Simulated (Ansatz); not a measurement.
**Ti: element swaps in one structure**

One table from this session's results is given with a row withheld; the runs are named, their logs left out.

Method: DFT r2SCAN, scalar-relativistic, plane waves, PAW, in Ansatz 0.2.0.

1 further run of the same task is left out (set aside as unsound or not needed).

## The system as given

The structure is cubic, space group Fm-3m (No. 225). Conventional cell: a = 4.110 Å, b = 4.110 Å, c = 4.110 Å, α = 90.00°, β = 90.00°, γ = 90.00°. Around Ti (site symmetry m-3m) lie 12 Ti at 2.91 Å.

As a file:

```cif
data_structure
_symmetry_space_group_name_H-M 'P 1'
_symmetry_Int_Tables_number 1
_cell_length_a 2.9064
_cell_length_b 2.9064
_cell_length_c 2.9064
_cell_angle_alpha 60.000
_cell_angle_beta 60.000
_cell_angle_gamma 60.000
_cell_volume 17.36
loop_
_atom_site_label
_atom_site_type_symbol
_atom_site_fract_x
_atom_site_fract_y
_atom_site_fract_z
_atom_site_occupancy
Ti1 Ti 0.00000 0.00000 0.00000 1
```

It is the result of an earlier relaxation at this level (volume 17.36 Å³/atom; gap on the mesh: none (metal)).

Set-up of the first run:

Input file input.yaml:

```yaml
crystal:
  lattice:
    - [0.0, 2.1874114473, 2.1874114473]
    - [2.1874114473, 0.0, 2.1874114473]
    - [2.1874114473, 2.1874114473, 0.0]
  atoms:
    - { symbol: Zr, position: [0.0, 0.0, 0.0] }
basis:
  ecutwfc: 500
kpoints:
  mp_grid: { grid: [8, 8, 8] }
hamiltonian:
  xc: r2scan
scf:
  occupations: { method: gaussian, width: 0.1 }
output:
  forces: true
  stress: true
  eigenvalues: true
```

Launch:

```bash
> ansatz run input.yaml --threads 1 --pin off --max-ram 2560MiB --backend cpu --events-out ev --progress --plain --runs-dir out
```

Steps of the session up to this table: A first look at the start (Zr); Rough relaxation on the coarse mesh (Zr); Full relaxation (Zr); Quick check of gap, pressure and forces (Ir); Coarse relaxation (Ir); Relaxing cell and atoms (Ir).

One of the session's tables, all rows but one given; the rest of the session is left out.

Lengths are those of the vectors of the cell that was run:

```
   swap  volume (Å³/atom)  a (Å)  b (Å)  c (Å)
   none             17.36  2.906  2.906  2.906
Ti → Si             13.86  2.696  2.696  2.696
Ti → Ge             19.01  2.995  2.995  2.995
Ti → Zr             23.33  3.208  3.208  3.208
Ti → Ir                 ?      ?      ?      ?
```

Q: Estimate the row for Ti → Ir from the others.

As computed: volume (Å³/atom): 14.21; a (Å): 2.718; b (Å): 2.718; c (Å): 2.718. In the column «volume (Å³/atom)» it lies between Ti → Si (13.86) and none (17.36).

Lengths are those of the computed cell. Rows of earlier swaps come from the sessions before.
